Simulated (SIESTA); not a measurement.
The system is TiSi2.

```
CELL_PARAMETERS angstrom
0.00000 4.11752 4.26290
2.38951 0.00000 4.26290
2.38951 4.11752 0.00000
ATOMIC_POSITIONS crystal
Ti 0.75000 0.75000 0.75000
Ti 0.50000 0.50000 0.50000
Si 0.41257 0.08743 0.41257
Si 0.08743 0.41257 0.08743
Si 0.16257 0.83743 0.16257
Si 0.83743 0.16257 0.83743
```

The cell is a database's computed one.

Base run:

- Program: SIESTA 5.4.2
- Functional: PBEsol
- Potentials or basis: PseudoDojo 0.4 standard (PBEsol files)
- Basis: DZ (energy shift 0.003 Ry; two zetas on semicore shells)
- Grid cutoff: 800 Ry
- Energy shift: 0.003 Ry
- k mesh: 7 × 7 × 7
- Occupations: fermi-dirac, width 0.05 eV
- Spin: no spin polarisation

Its results: band gap on the k mesh none (metal or under the smearing width); pressure 5.8 GPa; largest force 0.239 eV/Å.

Problem. The run is repeated on the same cell with these changes: basis from DZ (energy shift 0.003 Ry; two zetas on semicore shells) to DZP (energy shift 0.003 Ry; two zetas on semicore shells). What comes out?

Solution. Band gap on the k mesh none (metal or under the smearing width); pressure -1.3 GPa; largest force 0.051 eV/Å.

Caveats: the basis of atomic orbitals isn't converged, which shifts pressures, moduli and gaps; the basis has no polarisation orbitals (some runs).
